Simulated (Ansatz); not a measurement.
KBr under compression: one row to predict

The cell was reached from a generator's guess, though it ends in a space group that the Crystallography Open Database lists for this formula.

Method: DFT PBE, scalar-relativistic, plane waves, PAW in Ansatz. Settings of the last relaxation (2-atom cell): 420 eV, 6×6×6 k points, Gaussian smearing of 0.02 eV, no spin polarisation.

```
K Br
1.0
     0.00000    3.35255    3.35255
     3.35255    0.00000    3.35255
     3.35255    3.35255    0.00000
K Br
1 1
Direct
  0.50000 0.50000 0.50000
  0.00000 0.00000 0.00000
```

The cell was set to several volumes, with shape and atoms relaxed at each where symmetry leaves them free. Pressure is positive in compression, and energies count from the lowest row.

```
row  V (Å³/atom)  P (GPa)  ΔE (meV/atom)  gap on mesh (eV)
  1       33.159     2.34           29.3              4.66
  2       34.290        ?              ?                 ?
  3       35.420     0.97            6.5              4.47
  4       36.551     0.44            1.5              4.39
  5       37.681     0.00            0.0              4.31
  6       38.812    -0.37            1.3              4.24
  7       39.942    -0.68            5.1              4.17
  8       41.449    -1.02           13.1              4.08
```

Task: Find B = −V·ΔP/ΔV from rows 4 and 6 and from rows 1 and 3, and from the two its slope B′ and its value B0 at zero pressure.

Result: Rows 4 and 6 give −(36.551 + 38.812)/2 × (-0.37 − (0.44))/(38.812 − 36.551) = 13.5 GPa at a mean pressure of 0.04 GPa. Rows 1 and 3 give −(33.159 + 35.420)/2 × (0.97 − (2.34))/(35.420 − 33.159) = 20.8 GPa at a mean pressure of 1.65 GPa. So B′ = (20.8 − 13.5)/(1.65 − (0.04)) = 4.53 and B0 = 13.5 − 4.53 × (0.04) = 13.3 GPa. A third-order Birch–Murnaghan fit to all the energies gives B0 = 13.5 GPa and B′ = 4.8.

Task: Estimate the pressure and energy of row 2.

Result: From row 5, V0 = 37.681 × (1 + (0.00)/13.3) = 37.681 Å³/atom. Murnaghan's form P = (B0/B′)·[(V0/V)^B′ − 1] gives (13.3/4.53) × [(37.681/34.290)^4.53 − 1] = 1.56 GPa; the computed pressure is 1.60 GPa, so the estimate is off by -0.04 GPa. The work of compression from row 3, with the mean of the two pressures, gives ΔE = 6.5 + (1.56 + 0.97)/2 × (35.420 − 34.290)/160.2 × 1000 = 15.4 meV/atom (1 eV/Å³ = 160.2 GPa); the computed value is 15.5 meV/atom.

Task: Fit the gap against pressure through the other rows and estimate it at the computed pressure of row 2.

Result: Over the 7 rows the mean pressure is 0.2400 GPa and the mean gap is 4.331 eV. The sums of products of deviations are S_xx = 7.847 and S_xy = 1.329, so the slope is 1.329/7.847 = 0.1694 (r = 0.99, rms misfit 0.02 eV). At 1.60 GPa the line gives 4.331 + (0.1694) × (1.60 − 0.2400) = 4.56 eV. The computed value is 4.57 eV, so the line is off by -0.01 eV, less than the largest miss among the fitted rows (0.04 eV).

Kohn–Sham gaps at this level usually fall short of measured ones. All volumes keep the k mesh of the relaxed cell. This cell was reached by moving the atoms of another relaxed cell at random and relaxing again, last within the group found; it had no such test of its own.
